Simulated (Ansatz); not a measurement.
Structure relaxation of Cs

Theory: DFT r2SCAN, scalar-relativistic, plane waves, PAW in Ansatz.

The start is a database structure of Cs, space group P6_3/mmc (No. 194).

The final relaxation ran on this input, with the default PAW datasets:

```yaml
crystal:
  lattice:
    - [5.5659085693, 0.0, 0.0]
    - [-2.7829542847, 4.8202182162, 0.0]
    - [0.0, 0.0, 18.52157517]
  atoms:
    - { symbol: Cs, position: [0.0, 0.0, 0.0] }
    - { symbol: Cs, position: [0.33333333, 0.66666667, 0.25] }
    - { symbol: Cs, position: [0.0, 0.0, 0.5] }
    - { symbol: Cs, position: [0.66666667, 0.33333333, 0.75] }
basis:
  ecutwfc: 500
kpoints:
  mp_grid: { grid: [9, 9, 4] }
hamiltonian:
  xc: r2scan
scf:
  occupations: { method: gaussian, width: 0.1 }
output:
  forces: true
  stress: true
  eigenvalues: true
relax:
  adjacent_minimum: "off"
  f_tol: 0.01
  max_steps: 80
  cell: { stress_tol: 0.05 }
```

It can be run as:

```bash
ansatz run input.yaml --threads 1 --pin off --backend cpu --events-out ev --progress --plain --runs-dir out  # memory cap (--max-ram) not shown
```

End of the output:

```
SCF converged after 6 iterations
Free energy (F): -22743.705701 eV
Harris-Foulkes:  -22743.705701 eV  (|F-HF|=1.46e-11)
Internal energy: -22743.687052 eV  (E = F + TS)
E sigma→0 (E₀):  -22743.696377 eV
Entropy (-TS):   -0.018648 eV (-4.662 meV/atom)
Fermi energy:    2.019480 eV
--- Per-component energies (eV) ---
  E_band       = -399.470864
  E_kinetic    = 562.912042
  E_local      = -1628.934098  (includes V_loc(G=0)·N_el)
  E_nonlocal   = 117.055349
  E_hartree    = 571.809688
  E_xc         = -643.293824
  E_vxc        = -542.190719  (∫ρ·V_xc dr)
  E_paw        = -20373.215896  (= ΣΔE_a)
  E_vpaw       = -79.176473  (= ΣTr[D̂ρ^β])
  E_aug_tail   = -0.000001  (compensation charges beyond the density's cutoff)
  E_vtau       = 27.243628  (kinetic-family band-sum trace: ∫τ·v_τ [+ j·A + Jᵃ·Aᵃ] dr)
  E_ewald      = -1350.219829
  E_core_change = 0.199517  (= ΣΔE_core)
  E_smearing   = -0.018648  (= −TS)
  E_closure    = 0.000000  (closes the sum)
  Σ components = -22743.705701   (vs F -22743.705701, Δ=0.00e0)
--- Forces (eV/Å), atoms counted from 1 ---
  atom   1  Cs     0.00000000     0.00000000     0.00000000
  atom   2  Cs     0.00000000     0.00000000     0.00000000
  atom   3  Cs     0.00000000     0.00000000     0.00000000
  atom   4  Cs     0.00000000     0.00000000     0.00000000
  max |Σ_I F_I| component: 1.58e-30 eV/Å
--- Stress (GPa, compression-positive) ---
        0.003868       0.000000       0.000000
        0.000000       0.003868       0.000000
        0.000000       0.000000      -0.014242
  P = ⅓ Tr σ = -0.0022 GPa (-0.022 kbar)
--- Relaxed structure (1 steps of the walk, 1 accepted, 1 SCFs on fresh bases) ---
  F+E_penalty+E_count = -22743.70570081 eV   max|allowed force component| = 7.951e-19 eV/Å   (the final SCF, on the basis selected at the relaxed cell)
  cell:  # Å, volume = 496.9134 Å³
    - [5.565909, 0.000000, 0.0]
    - [-2.782954, 4.820218, 0.0]
    - [0.0, 0.0, 18.52157517]
  atoms:
    - { symbol: Cs, position: [0.0, 0.0, 0.0] }
    - { symbol: Cs, position: [0.333333, 0.666667, 0.250000] }
    - { symbol: Cs, position: [0.0, 0.0, 0.500000] }
    - { symbol: Cs, position: [0.666667, 0.333333, 0.75] }
```

Absolute energies hang on the potentials; compare differences alone.

The result has space group P6_3/mmc (No. 194). Cs on Wyckoff site a (2 atoms of the primitive cell) has 12 Cs at 5.57–5.64 Å; around Cs on Wyckoff site c (2 atoms of the primitive cell) lie 12 Cs at 5.57–5.64 Å.

Symmetry constrained the relaxation, so the result can be a saddle point.